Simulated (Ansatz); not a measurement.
# TiAl3: response to equal strain of all cell vectors

How does TiAl3 answer equal strain of all cell vectors between -3 and +3 %? At each strain the shape is held and the atoms relax, within the symmetry that is left.

Method: DFT r2SCAN, scalar-relativistic, plane waves, PAW, in Ansatz 0.2.0.

2 further runs of the same task are left out: 2 set aside as unsound or not needed.

## (1) The structure to begin with

Symmetry: I4/mmm, No. 139, tetragonal system. Conventional cell: a = 3.824 Å, b = 3.824 Å, c = 8.564 Å, α = 90.00°, β = 90.00°, γ = 90.00°. Ti (site symmetry 4/mmm) is surrounded by 12 Al at 2.70 to 2.87 Å. Al (site symmetry 4/mmm) is surrounded by 4 Ti at 2.70 Å and 8 Al at 2.87 Å. Al (site symmetry -4m2) has 8 Al at 2.70 to 2.87 Å and 4 Ti at 2.87 Å as nearest neighbours.

Structure file:

```xyz
8
Lattice="3.8240 0.0000 0.0000 0.0000 3.8240 0.0000 0.0000 0.0000 8.5638" Properties=species:S:1:pos:R:3 pbc="T T T"
Ti    0.0000    0.0000    0.0000
Ti    1.9120    1.9120    4.2819
Al    1.9120    1.9120    0.0000
Al    0.0000    1.9120    2.1410
Al    1.9120    0.0000    2.1410
Al    0.0000    0.0000    4.2819
Al    1.9120    0.0000    6.4229
Al    0.0000    1.9120    6.4229
```

It goes back to an entry of the Materials Project, which need not be the stable form.

The unstrained cell comes from an earlier run at this level (8 atoms, E(σ→0) -8254.6876 eV, gap none (metal)).

## (2) The cell strained by -1.0 %

The input, input.yaml:

```yaml
crystal:
  lattice:
    - [3.7857607032, 0.0, 0.0]
    - [0.0, 3.7857607032, 0.0]
    - [0.0, 0.0, 8.4781917734]
  atoms:
    - { symbol: Ti, position: [0.0, 0.0, 0.0] }
    - { symbol: Ti, position: [0.5, 0.5, 0.5] }
    - { symbol: Al, position: [0.5, 0.5, 0.0] }
    - { symbol: Al, position: [0.0, 0.5, 0.25] }
    - { symbol: Al, position: [0.5, 0.0, 0.25] }
    - { symbol: Al, position: [0.0, 0.0, 0.5] }
    - { symbol: Al, position: [0.5, 0.0, 0.75] }
    - { symbol: Al, position: [0.0, 0.5, 0.75] }
basis:
  ecutwfc: 500
kpoints:
  mp_grid: { grid: [10, 10, 4] }
hamiltonian:
  xc: r2scan
scf:
  occupations: { method: gaussian, width: 0.1 }
output:
  forces: true
  stress: true
  eigenvalues: true
```

Command:

```
> ansatz run input.yaml --threads 1 --pin off --max-ram 2560MiB --backend cpu --events-out ev --progress --plain --runs-dir out
```

The session goes on with these runs: At +1.0 %; the cell strained by -2.0 %; the cell strained by +2.0 %; At -3.0 %; the cell strained by +3.0 %.

What does the calculation give? Wanted: (1/V) d²E/dε² at zero strain, cubic fit.

As calculated:

| quantity | value |
| --- | --- |
| largest energy cost | 49.5 meV/atom at -3.0 % |
| (1/V) d²E/dε² at zero strain, cubic fit | 1043 GPa |

What this shows: From the curvature follows nine times the bulk modulus at fixed shape: 1043 GPa. Compression by 3 % costs 49.5 meV/atom and stretching 42.1.
